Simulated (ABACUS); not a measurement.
Crystal: Pt.

```
Pt
1.0
     0.00000    1.96090    1.96090
     1.96090    0.00000    1.96090
     1.96090    1.96090    0.00000
Pt
1
Direct
  0.00000 0.00000 0.00000
```

Program: ABACUS 3.10.1. Alike in all runs: task single point; no spin polarisation; cell as given; smearing fermi-dirac 0.05 eV.

Task: Order these runs on this cell by their pressure, lowest first.
A. level revPBE; potentials or basis PseudoDojo NC SR 0.5 PBE stringent, plane waves; k mesh 10 × 10 × 10; cutoff (eV) 1143; SCF threshold on the density 1e-08; eigensolver dav
B. level PBEsol; potentials or basis SG15 ONCV 1.2 PBE, DZP LCAO (the cutoffs set its grid); k mesh 11 × 11 × 11; cutoff (eV) 1361; SCF threshold on the density 1e-07; eigensolver genelpa; orbital files Pt Pt_confined-atom_7au_3s2p2d1f.orb
C. level TM; potentials or basis SG15 ONCV 1.2 PBE, plane waves; k mesh 8 × 8 × 8; cutoff (eV) 1320; SCF threshold on the density 1e-08; eigensolver dav

Result: C (-0.6 GPa), B (1.7 GPa), A (12.6 GPa).

Caveats: the potentials were made for another functional, which shifts forces and pressure; the atomic orbitals were generated for these runs and aren't a published set (some runs); the basis of atomic orbitals isn't converged, which shifts pressures, moduli and gaps (some runs).
